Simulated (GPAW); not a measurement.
CuO:

```
Cu O
1.0
     3.42205    0.00000    0.00000
     0.00000    3.42205    0.00000
     0.00000    0.00000    4.26046
Cu O
2 2
Direct
  0.00000 0.50000 0.00000
  0.50000 0.00000 0.50000
  0.00000 0.00000 0.25000
  0.00000 0.00000 0.75000
```

Measurements of this composition are mostly on another form, of space group No. 15.

Base run:

* Program: GPAW 26.7.0
* Functional: r2SCAN
* Potentials or basis: GPAW PAW data sets (gpaw-data 1.2.1)
* Cutoff: 800 eV
* Basis: pw
* k mesh: 6 × 6 × 5
* Occupations: fermi-dirac, width 0.05 eV
* Spin: no spin polarisation
* Hubbard terms: Cu d U = 1 eV

Its results: band gap on the k mesh none (metal or under the smearing width); pressure -6.3 GPa.

Problem. The run is repeated on the same cell with these changes: hubbard terms from Cu d U = 1 eV to Cu d U = 5 eV. What comes out?

Solution. Band gap on the k mesh none (metal or under the smearing width); pressure -5.7 GPa.

Caveats: with this Cu data set, volumes or pressures lay over 1.5 % or 2 GPa off other programs in two to four cells of ten; the PAW data sets were made with another functional, which shifts forces and pressure a little; the run has no spin polarisation, though such a crystal can be magnetic; U without spin polarisation on a metal has little footing.

Not every run made on this cell is shown here.
